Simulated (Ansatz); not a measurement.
LaAlO3:
Space group R-3c, hexagonal axes (No. 167); a = b = 5.413 Å, c = 13.193 Å, α = β = 90.00°, γ = 120.00°

| atom | site | symmetry | x | y | z |
|---|---|---|---|---|---|
| La | 6a | 32 | 0.0000 | 0.0000 | 0.2500 |
| Al | 6b | -3. | 0.0000 | 0.0000 | 0.0000 |
| O | 18e | .2 | 0.4611 | 0.4611 | 0.2500 |
(The calculation used a cell of 10 atoms; values per cell refer to that cell.)

Relaxed with PBE. The program Ansatz at the PBE level (PAW) gives a gap of 4.02 eV.

Q: What gap does HSE06 give on the same cell (Ansatz, PAW)?

A: 5.52 eV, 1.49 eV more. The hybrid was solved on a coarser mesh and at special points; the gap given is the minimum over both.

```json
[
 {"k": "Γ", "v1 PBE": "-0.05", "c1 PBE": "4.02", "v1 HSE06": "-0.06", "c1 HSE06": "5.52"},
 {"k": "T", "v1 PBE": "-0.53", "c1 PBE": "4.59", "v1 HSE06": "?", "c1 HSE06": "?"},
 {"k": "L", "v1 PBE": "-0.23", "c1 PBE": "4.52", "v1 HSE06": "?", "c1 HSE06": "?"},
 {"k": "F", "v1 PBE": "0.00", "c1 PBE": "4.51", "v1 HSE06": "?", "c1 HSE06": "?"},
 {"k": "S0", "v1 PBE": "-0.12", "c1 PBE": "4.51", "v1 HSE06": "-0.13", "c1 HSE06": "7.31"},
 {"k": "H0", "v1 PBE": "-0.49", "c1 PBE": "4.52", "v1 HSE06": "?", "c1 HSE06": "?"}
]
```

Q: Top valence (v1) and lowest conduction level (c1) in eV from each method's valence maximum (which need not be a listed point): supply the withheld HSE06 values.

A: 
- H0, v1 HSE06: -0.52
- H0, c1 HSE06: 7.43
- L, v1 HSE06: -0.25
- L, c1 HSE06: 7.02
- F, v1 HSE06: 0.00
- F, c1 HSE06: 7.48
- T, v1 HSE06: -0.57
- T, c1 HSE06: 7.12

Cost on shared cores: the PBE run (SCF on a 6×6×6 mesh, then bands and DOS) roughly 80 core-seconds, the HSE06 run (SCF on 4×4×4, then a few points) about 7 core-minutes (a rough figure); the tasks are unlike.

The cell was relaxed with PBE under the symmetry of its start. Scalar-relativistic: spin–orbit coupling is off unless named, which matters more the heavier the elements.

Potentials: the later of the program's two PAW sets.
